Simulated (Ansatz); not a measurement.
## A strain series on NaCl (CsCl type): epitaxial in the xy plane

NaCl built on the CsCl prototype, relaxed with r2SCAN in the PAW code Ansatz, then strained (epitaxial in the xy plane; changes of length per length, axes as in the cell below) with the atoms relaxed again within the symmetry that is left. The symmetry is Pm-3m (No. 221, cubic); a = 3.460 Å in the conventional setting, 20.70 Å³ an atom. Na has 8 Cl at 3.00 Å; Cl has 8 Na at 3.00 Å. Simulation only: spin-unpolarised, and no claim that this is the phase found in nature.

```xyz
2
Lattice="3.4595 0.0000 0.0000 0.0000 3.4595 0.0000 0.0000 0.0000 3.4595" Properties=species:S:1:pos:R:3 pbc="T T T"
Na    0.0000    0.0000    0.0000
Cl    1.7298    1.7298    1.7298
```

Gaps are the least over each mesh (PBE 8×8×8, r2SCAN 8×8×8, HSE06 6×6×6 when unstrained) and the special points, which keep their unstrained names; stress is the change from the unstrained cell, compression positive.

```tsv
strain (%)	free normal strain (%)	gap, PBE (eV)	gap, r2SCAN (eV)	gap, HSE06 (eV)	edges, HSE06	in-plane stress, r2SCAN (GPa)	energy rise, r2SCAN (meV/atom)
-4.97	+0.43	4.276	5.100	5.617	M → Γ	+5.62	32.5
-0.85	+0.05	4.143	4.958	5.471	M → Γ	+0.78	0.9
-0.34	+0.04	4.119	4.932	5.445	M → Γ	+0.30	0.2
0.0	0.00	4.105	4.916	5.429	M → Γ	0.00	0.0
```

The meshes of the hybrids are coarse, so their gaps aren't converged to the digits shown.
